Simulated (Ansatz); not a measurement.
## Structure types of Sn at zero pressure (with spin–orbit coupling)

Structure types of Sn are relaxed in primitive cells with their symmetry kept at 0 GPa, first on PAW files, then by LAPW. The enthalpy is E + pV at zero temperature, without zero-point motion. Only the types listed were tried, and differences under about 5 meV/atom are mesh noise. Not among the end structures: fcc, which may lie lower.

All numbers are PBE results (with spin–orbit coupling) from Ansatz 0.2.0, with Fermi–Dirac smearing of 0.05 eV, no spin polarisation. Methods: LAPW: all electrons, basis error target 0.5 meV/atom; PAW: frozen-core files, cutoff 420 eV.

k meshes: bcc 15×15×15, hcp 14×14×8, sc 13×13×13, diamond 11×11×11.

```tsv
start type	ends as	a, b, c (Å)	V (Å³/atom)	H − H(lowest), LAPW (meV/atom)
bcc	bcc, Im-3m	3.808, 3.808, 3.808	27.61	81.7
hcp	hcp, P6_3/mmc	3.358, 3.358, 5.690	27.78	?
sc	sc, Pm-3m	3.089, 3.089, 3.089	29.47	?
diamond	diamond, Fd-3m	6.656, 6.656, 6.656	36.85	0.0
```

What belongs in the row "sc", column "H − H(lowest), LAPW (meV/atom)"?

66.0.

What belongs in the row "hcp", column "H − H(lowest), LAPW (meV/atom)"?

63.5.
